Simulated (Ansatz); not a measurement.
The system is TaSi2.

```
Ta Si
1.0
     4.78390    0.00000    0.00000
    -2.39195    4.14298    0.00000
     0.00000    0.00000    6.57000
Ta Si
3 6
Direct
  0.00000 0.50000 0.33333
  0.50000 0.50000 0.66667
  0.50000 0.00000 0.00000
  0.31794 0.15897 0.33333
  0.15897 0.84103 0.66667
  0.84103 0.68206 0.00000
  0.68206 0.84103 0.33333
  0.84103 0.15897 0.66667
  0.15897 0.31794 0.00000
```

```yaml
Program: Ansatz 0.2.0
Task: relaxation of cell and atoms
Functional: BLYP
Potentials_or_basis: Ansatz PAW
Cutoff: "420 eV (not typed: the program's choice for these potentials)"
k_mesh: 5 × 5 × 3
Occupations: fermi-dirac, width 0.05 eV
Spin: no spin polarisation
```

At the start: volume 14.47 Å³/atom.

Question: How do energy, volume and symmetry change on relaxing?

Answer: It ends after 6 steps and the volume is 15.37 Å³/atom (+6.2 %); space group P6_422 (No. 181, to 0.05 Å).

The path:
| step | energy change (eV) | largest force (eV/Å) | volume (Å³) |
| --- | --- | --- | --- |
| 1 | 0.0000 | 0.0140 | 130.21 |
| 2 | -0.1687 | 0.2053 | 142.98 |
| 3 | -0.2542 | 0.0314 | 138.78 |
| 4 | -0.2555 | 0.0016 | 138.25 |
| 5 | -0.2555 | 0.0001 | 138.29 |
| 6 | -0.2588 | 0.0006 | 138.29 |

Final structure:
```yaml
crystal:
  lattice:
    - [4.90925, 0.00000, 0.00000]
    - [-2.45463, 4.25154, 0.00000]
    - [0.00000, 0.00000, 6.62586]
  atoms:
    - { symbol: Ta, position: [0.00000, 0.50000, 0.33333] }
    - { symbol: Ta, position: [0.50000, 0.50000, 0.66667] }
    - { symbol: Ta, position: [0.50000, 0.00000, 0.00000] }
    - { symbol: Si, position: [0.31716, 0.15858, 0.33333] }
    - { symbol: Si, position: [0.15858, 0.84142, 0.66667] }
    - { symbol: Si, position: [0.84142, 0.68284, 0.00000] }
    - { symbol: Si, position: [0.68284, 0.84142, 0.33333] }
    - { symbol: Si, position: [0.84142, 0.15858, 0.66667] }
    - { symbol: Si, position: [0.15858, 0.31716, 0.00000] }
```

Caveat: the plane-wave basis is chosen anew once the cell has moved, so the energies of steps on either side of that aren't comparable; the PAW data sets come from PBE, with cores solved anew for the run's functional, which leaves a small shift of forces and pressure.
